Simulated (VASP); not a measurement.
# Te (Pm-3m) in VASP: further runs

One crystal, Te, is run at these levels: RPBE; tasks: single point, relaxation of cell and atoms.

All numbers are computed with VASP 6.6.1; they aren't measurements. Logs are shortened: lines on timing, memory, paths and dates and some standing lists are left out, and cuts for length are marked.

## (1) The structure

It takes space group Pm-3m (No. 221, cubic). Conventional cell: a = 3.230 Å, b = 3.230 Å, c = 3.230 Å, α = 90.00°, β = 90.00°, γ = 90.00°. Te (site symmetry m-3m) is surrounded by 6 Te at 3.23 Å.

This isn't the form of Te at room conditions, which is trigonal, of chains.

## (2) Single point, RPBE

INCAR reads:

```
PREC = Accurate ; ENCUT = 520
EDIFF = 1E-7 ; ISMEAR = -1
SIGMA = 0.1 ; LREAL = False
LASPH = True ; NELM = 60
ALGO = Normal ; ISIF = 2
LWAVE = False ; LCHARG = False
GGA = RP ; NBANDS = 9
```

KPOINTS reads:

```
regular mesh
0
Gamma
  16 16 16
```

POSCAR reads:

```
Te
1.0
    3.2304248581      0.0000000000      0.0000000000
    0.0000000000      3.2304248581      0.0000000000
    0.0000000000      0.0000000000      3.2304248581
Te
1
Direct
    0.0000000000      0.0000000000      0.0000000000
```

Potentials or basis: VASP PAW PBE potentials, release 64 (Te).

Launch:

```console
$ cat potpaw_PBE.64/Te/POTCAR > POTCAR
$ mpirun -np 1 vasp_std > vasp.out
```

OUTCAR:

```text
PREC = Accurate
   ENCUT = 520
   EDIFF = 1E-7
   ISMEAR = -1
   LREAL = False
   LASPH = True
   NELM = 60
   ISIF = 2
   GGA = RP

 ion  position               nearest neighbor table
   1  0.000  0.000  0.000-

  LATTYP: Found a simple cubic cell.
 ALAT       =     3.2304248581

  Lattice vectors:

 A1 = (   3.2304248581,   0.0000000000,   0.0000000000)
 A2 = (   0.0000000000,   3.2304248581,   0.0000000000)
 A3 = (   0.0000000000,   0.0000000000,   3.2304248581)

Analysis of symmetry for initial positions (statically):
=====================================================================
 Subroutine PRICEL returns:
 Original cell was already a primitive cell.

 Routine SETGRP: Setting up the symmetry group for a
 simple cubic supercell.

 Subroutine GETGRP returns: Found 48 space group operations
 (whereof 48 operations were pure point group operations)
 out of a pool of 48 trial point group operations.

The static configuration has the point symmetry O_h .

Analysis of symmetry for dynamics (positions and initial velocities):
=====================================================================
 Subroutine PRICEL returns:
 Original cell was already a primitive cell.

 Routine SETGRP: Setting up the symmetry group for a
 simple cubic supercell.

 Subroutine GETGRP returns: Found 48 space group operations
 (whereof 48 operations were pure point group operations)
 out of a pool of 48 trial point group operations.

The dynamic configuration has the point symmetry O_h .

 Subroutine INISYM returns: Found 48 space group operations
 (whereof 48 operations are pure point group operations),
 and found     1 'primitive' translations

----------------------------------------------------------------------------------------

                                     Primitive cell

  volume of cell :      33.7116

  direct lattice vectors                    reciprocal lattice vectors
     3.230424858  0.000000000  0.000000000     0.309556806  0.000000000  0.000000000
     0.000000000  3.230424858  0.000000000     0.000000000  0.309556806  0.000000000
     0.000000000  0.000000000  3.230424858     0.000000000  0.000000000  0.309556806

  length of vectors
     3.230424858  3.230424858  3.230424858     0.309556806  0.309556806  0.309556806

  position of ions in fractional coordinates (direct lattice)
     0.000000000  0.000000000  0.000000000

  ion indices of the primitive-cell ions
   primitive index   ion index
                 1           1

----------------------------------------------------------------------------------------

 KPOINTS: regular mesh

Automatic generation of k-mesh.
 Grid dimensions read from file:
 generate k-points for:   16   16   16

 Generating k-lattice:

  Cartesian coordinates                     Fractional coordinates (reciprocal lattice)
     0.019347300  0.000000000  0.000000000     0.062500000  0.000000000  0.000000000
     0.000000000  0.019347300  0.000000000     0.000000000  0.062500000  0.000000000
     0.000000000  0.000000000  0.019347300     0.000000000  0.000000000  0.062500000

  Length of vectors
     0.019347300  0.019347300  0.019347300

  Shift w.r.t. Gamma in fractional coordinates (k-lattice)
     0.000000000  0.000000000  0.000000000

 Subroutine IBZKPT returns following result:
 ===========================================

 Found    165 irreducible k-points:

 Following reciprocal coordinates:
            Coordinates               Weight
  0.000000  0.000000  0.000000      1.000000
  0.062500  0.000000  0.000000      6.000000
  0.125000  0.000000  0.000000      6.000000
  0.187500  0.000000  0.000000      6.000000
  0.250000  0.000000  0.000000      6.000000
  0.312500  0.000000  0.000000      6.000000
[... 16 lines left out ...]
  0.437500  0.125000  0.000000     24.000000
  0.500000  0.125000  0.000000     12.000000
 [... further k-points ...]
   k-points           NKPTS =    165   k-points in BZ     NKDIM =    165   number of bands    NBANDS=      9
   number of dos      NEDOS =    301   number of ions     NIONS =      1
   total plane-waves  NPLWV =  13824
   dimension x,y,z NGX =    24 NGY =   24 NGZ =   24
   dimension x,y,z NGXF=    48 NGYF=   48 NGZF=   48
   ions per type =               1
   NGX,Y,Z   is equivalent  to a cutoff of  12.35, 12.35, 12.35 a.u.
   NGXF,Y,Z  is equivalent  to a cutoff of  24.70, 24.70, 24.70 a.u.
 SYSTEM =  unknown system
   PREC   = accura    normal or accurate (medium, high low for compatibility)
   ISTART =      0    job   : 0-new  1-cont  2-samecut
   ICHARG =      2    charge: 1-file 2-atom 10-const
   ISPIN  =      1    spin polarized calculation?
   LNONCOLLINEAR =      F non collinear calculations
   LSORBIT =      F    spin-orbit coupling
   LASPH  =      T    aspherical Exc in radial PAW
   ENCUT  =  520.0 eV  38.22 Ry    6.18 a.u.   6.01  6.01  6.01*2*pi/ulx,y,z
   NELM   =     60;   NELMIN=  2; NELMDL= -5     # of ELM steps
   EDIFF  = 0.1E-06   stopping-criterion for ELM
   LREAL  =      F    real-space projection
   EDIFFG = 0.1E-05   stopping-criterion for IOM
   NSW    =      0    number of steps for IOM
   IBRION =     -1    ionic relax: 0-MD 1-quasi-New 2-CG
   NFREE  =      0    steps in history (QN), initial steepest desc. (CG)
   ISIF   =      2    stress and relaxation
   ISYM   =      2    0-nonsym 1-usesym 2-fastsym
   POTIM  = 0.5000    time-step for ionic-motion
   TEBEG  =    0.0;   TEEND  =   0.0 temperature during run
   PSTRESS=    0.0 pullay stress
   NELECT =       6.0000    total number of electrons
   NUPDOWN=      -1.0000    fix difference up-down
   EMIN   =  10.00;   EMAX   =-10.00  energy-range for DOS
   EFERMI =   0.00;   METHOD = LEGACY
   ISMEAR =    -1;   SIGMA  =   0.10  broadening in eV -4-tet -1-fermi 0-gaus
   EFERMI_NEDOS =   21; number of points for ismear=-14 and -15
   IALGO  =     38    algorithm
   IMIX   =      4    mixing-type and parameters
     AMIX     =   0.40;   BMIX     =  1.00
     AMIX_MAG =   1.60;   BMIX_MAG =  1.00
  volume/ion in A,a.u.               =      33.71       227.50
  Fermi-wavevector in a.u.,A,eV,Ry     =   0.920871  1.740194 11.537794  0.848004
  Thomas-Fermi vector in A             =   2.046225
   LORBIT       =      0    0 simple, 1 ext, 2 COOP (PROOUT), +10 PAW based schemes
   GGA     = RP    functional components
   LHFCALC =     F    Hartree Fock is set to
   AEXX    =    0.0000 exact exchange contribution
   IVDW    =     0    specifies the selected vdW correction
   LEPSILON=     F    determine dielectric tensor
   LRPA    =     F    only Hartree local field effects (RPA)
 non-spin polarized calculation
  energy-cutoff  :      520.00
  volume of cell :       33.71
 maximum number of plane-waves:       928
   NGX = 13   NGY = 13   NGZ = 13

 number of electron       6.0000001 magnetization

 Free energy of the ion-electron system (eV)
  ---------------------------------------------------
  ext. energy  EPLUGINS =         0.00000000
  ---------------------------------------------------
  free energy    TOTEN  =        -2.73972239 eV

  energy without entropy =       -2.71952397  energy(sigma->0) =       -2.72962318

 E-fermi :   6.1133     XC(G=0):  -9.0390

 val. band max:        6.0697542214   @ k =   0.5000   0.5000   0.2500
 cond. band min:       6.1252350637   @ k =   0.1875   0.1250   0.1250
 fundamental gap:      0.0554808423
 Fermi energy:         6.1132608484

 k-point     1 :       0.0000    0.0000    0.0000
  band No.  band energies     occupation
      1      -7.2154      2.00000
      2       7.2971      0.00001
      3       7.2971      0.00001
      4       7.2971      0.00001
      5      12.2039      0.00000
      6      12.2039      0.00000
      7      12.6820      0.00000
      8      23.3173      0.00000
      9      23.3173      0.00000

 k-point     2 :       0.0625    0.0000    0.0000
  band No.  band energies     occupation
      1      -7.1714      2.00000
      2       6.7761      0.00264
      3       7.3365      0.00001
      4       7.3365      0.00001
      5      12.2454      0.00000
      6      12.4771      0.00000
      7      13.0715      0.00000
      8      22.3738      0.00000
      9      22.3738      0.00000

 k-point     3 :       0.1250    0.0000    0.0000
  band No.  band energies     occupation
      1      -7.0414      2.00000
      2       5.6499      1.98075
      3       7.4516      0.00000
      4       7.4516      0.00000
      5      12.3687      0.00000
      6      12.6924      0.00000
      7      14.4013      0.00000
      8      21.1355      0.00000
      9      21.1355      0.00000

 k-point     4 :       0.1875    0.0000    0.0000
  band No.  band energies     occupation
      1      -6.8321      2.00000
      2       4.3870      2.00000
      3       7.6327      0.00000
      4       7.6327      0.00000
      5      12.5700      0.00000
      6      12.9487      0.00000
      7      16.0722      0.00000
      8      19.9676      0.00000
      9      19.9676      0.00000

 k-point     5 :       0.2500    0.0000    0.0000
  band No.  band energies     occupation
      1      -6.5572      2.00000
      2       3.1730      2.00000
      3       7.8625      0.00000
      4       7.8625      0.00000
      5      12.8407      0.00000
      6      13.2952      0.00000
      7      17.6708      0.00000
      8      18.9165      0.00000
      9      18.9165      0.00000

 k-point     6 :       0.3125    0.0000    0.0000
  band No.  band energies     occupation
      1      -6.2419      2.00000
      2       2.0956      2.00000
      3       8.1135      0.00000
      4       8.1135      0.00000
      5      13.1636      0.00000
      6      13.7385      0.00000
      7      18.0195      0.00000
      8      18.0195      0.00000
      9      18.1496      0.00000
[... 169 lines left out ...]
 k-point    21 :       0.3125    0.1250    0.0000
  band No.  band energies     occupation
      1      -6.0671      2.00000
      2       2.2630      2.00000
      3       6.5363      0.02867
      4       8.2662      0.00000
      5      13.5687      0.00000
      6      14.6254      0.00000
      7      16.1950      0.00000
      8      18.1736      0.00000
      9      18.7839      0.00000

 k-point    22 :       0.3750    0.1250    0.0000
  band No.  band energies     occupation
      1      -5.7543      2.00000
      2       1.3934      2.00000
      3       6.8032      0.00201
      4       8.4992      0.00000
      5      13.8752      0.00000
      6      14.2869      0.00000
      7      16.2837      0.00000
      8      17.4797      0.00000
      9      18.0717      0.00000

 k-point    23 :       0.4375    0.1250    0.0000
  band No.  band energies     occupation
      1      -5.5122      2.00000
      2       0.8127      2.00000
      3       7.0024      0.00028
      4       8.6680      0.00000
      5      13.7074      0.00000
      6      14.4331      0.00000
      7      16.5443      0.00000
      8      17.0329      0.00000
      9      17.3797      0.00000

 k-point    24 :       0.5000    0.1250    0.0000
  band No.  band energies     occupation
      1      -5.4187      2.00000
      2       0.6057      2.00000
      3       7.0774      0.00013
      4       8.7302      0.00000
      5      13.5769      0.00000
      6      14.5807      0.00000
      7      16.7922      0.00000
      8      16.8778      0.00000
      9      16.9699      0.00000

 [... further k-points ...]

------------------------ aborting loop because EDIFF is reached ----------------------------------------

  FORCE on cell =-STRESS in cart. coord.  units (eV):
  Direction    XX          YY          ZZ          XY          YZ          ZX
  --------------------------------------------------------------------------------------
  -------------------------------------------------------------------------------------
  Total       -0.0227670     -0.0227670     -0.0227670      0.0000000     -0.0000000      0.0000000
  in kB       -1.0820239     -1.0820239     -1.0820239      0.0000000     -0.0000000      0.0000000
  external PRESSURE =      -1.0820239 kB  Pullay stress =       0.0000000 kB

 VOLUME and BASIS-vectors are now :
 -----------------------------------------------------------------------------
  energy-cutoff  :      520.00
  volume of cell :       33.71
      direct lattice vectors                 reciprocal lattice vectors
     3.230424858  0.000000000  0.000000000     0.309556806  0.000000000  0.000000000
     0.000000000  3.230424858  0.000000000     0.000000000  0.309556806  0.000000000
     0.000000000  0.000000000  3.230424858     0.000000000  0.000000000  0.309556806

 POSITION                                       TOTAL-FORCE (eV/Angst)
 -----------------------------------------------------------------------------------
      0.00000      0.00000      0.00000         0.000000      0.000000      0.000000
 -----------------------------------------------------------------------------------
    total drift:                               -0.000000     -0.000000      0.000000

  FREE ENERGIE OF THE ION-ELECTRON SYSTEM (eV)
  ---------------------------------------------------
  free  energy   TOTEN  =        -2.7397223864 eV

  energy  without entropy=       -2.7195239724  energy(sigma->0) =       -2.72962318
```

Run time: 16 s. Hardware: 1 thread of AMD EPYC 9R45 (Zen 5), shared host; peak memory 0.14 GiB.

Results:

- Free energy: -2.7397 eV
- Pressure: -0.1 GPa
- Band gap on the k mesh: none (metal or under the smearing width)

Caveat: the PAW data sets were made with another functional, which shifts forces and pressure a little.

[end of part 1 of 2]
